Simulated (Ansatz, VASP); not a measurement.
## Two plane-wave programs on CoSi2

INCAR

```
  PREC = Accurate
  ENCUT = 520
  EDIFF = 1E-6
  ISMEAR = 0
  SIGMA = 0.1
  LREAL = False
  LASPH = True
  NELM = 100
  ALGO = Normal
  ISIF = 2
  LWAVE = False
  LCHARG = False
  GGA = PS
  NBANDS = 16
```

File KPOINTS:

```
regular mesh
0
Gamma
  9 9 12
```

POSCAR

```
CoSi2
1.0
    3.8330525705     -0.0000036646     -0.0069755540
   -1.9165294588      3.3195263969      0.0000000000
    1.9110769514      1.1033607924      3.0191771114
Co Si
1 2
Direct
    0.0000000000      0.0000000000      0.0000000000
    0.4925864892      0.7462932446      0.7590884460
    0.5074135108      0.2537067554      0.2409115540
```

Input for Ansatz:

```yaml
crystal:
  lattice:
    - [3.8330525705, -3.6646e-06, -0.006975554]
    - [-1.9165294588, 3.3195263969, 0.0]
    - [1.9110769514, 1.1033607924, 3.0191771114]
  atoms:
    - { symbol: Co, position: [0.0, 0.0, 0.0] }
    - { symbol: Si, position: [0.4925864892, 0.7462932446, 0.759088446] }
    - { symbol: Si, position: [0.5074135108, 0.2537067554, 0.240911554] }
basis:
  ecutwfc: 420
kpoints:
  mp_grid: { grid: [9, 9, 12] }
hamiltonian:
  xc: pbesol
scf:
  occupations: { method: gaussian, width: 0.1 }
output:
  forces: true
  stress: true
  eigenvalues: true
```

Change from the starting cell: band edges of the strained film's bulk.

Alike in both runs: task single point; functional PBEsol; k mesh 9 × 9 × 12; occupations gaussian, width 0.1 eV; no spin polarisation.

|  | VASP | Ansatz |
| --- | --- | --- |
| version | VASP 6.6.1 | Ansatz 0.2.0 |
| potentials or method | VASP PAW PBE potentials, release 64 (Co, Si) | scalar-relativistic, plane waves, PAW |
| plane-wave cutoff (eV) | 520 | 420 |
| valence electrons in the cell | 17 | 25 |

```csv
,VASP,Ansatz,Ansatz less VASP
gap on the k mesh at the Fermi level (eV),none,none,-
pressure (GPa),-4.7,-4.7,-0.04
largest component of the traceless stress (GPa),4.68,4.69,+0.008
```

A gap of «none» marks a metal or a gap that the smearing closes. The functional is the same, so the differences come from potentials, cutoffs and numerics. The two sets of potentials don't hold the same shells in valence.

Caveats: the PAW data sets were made with another functional, which shifts forces and pressure a little (VASP). Spin polarisation is off, so any magnetic state and its effect on volume and gap are missing.
